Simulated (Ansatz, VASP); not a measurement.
## CdSe: VASP beside Ansatz

```
CELL_PARAMETERS angstrom
4.29850 0.00000 0.00000
-2.14925 3.72261 0.00000
0.00000 0.00000 7.01520
ATOMIC_POSITIONS crystal
Cd 0.66667 0.33333 0.00000
Cd 0.33333 0.66667 0.50000
Se 0.66667 0.33333 0.37500
Se 0.33333 0.66667 0.87500
```

Alike in both runs: task single point; functional PBEsol; k mesh 9 × 9 × 6; occupations gaussian, width 0.05 eV; no spin polarisation.

|  | VASP | Ansatz |
| --- | --- | --- |
| version | VASP 6.6.1 | Ansatz 0.2.0 |
| potentials or method | VASP PAW PBE potentials, release 64 (Cd, Se) | scalar-relativistic, plane waves, PAW |
| plane-wave cutoff (eV) | 520 | 420 |
| valence electrons in the cell | 36 | 72 |

Ansatz gave:

- gap on the k mesh at the Fermi level (eV): 0.54
- least direct gap on the mesh (eV): 0.54
- pressure (GPa): 0.1
- largest component of the traceless stress (GPa): 0.11
- rms of the force components (eV/Å): 0.014

What did VASP give for the same quantities?

gap on the k mesh at the Fermi level (eV): 0.54; least direct gap on the mesh (eV): 0.54; pressure (GPa): 0.5; largest component of the traceless stress (GPa): 0.12; rms of the force components (eV/Å): 0.013.

Atom by atom the forces differ by 0.000 eV/Å (rms over components). The two sets of potentials don't hold the same shells in valence.

Caveats: the PAW data sets were made with another functional, which shifts forces and pressure a little (VASP). PBEsol gaps usually lie below the measured ones, often by a third to a half.
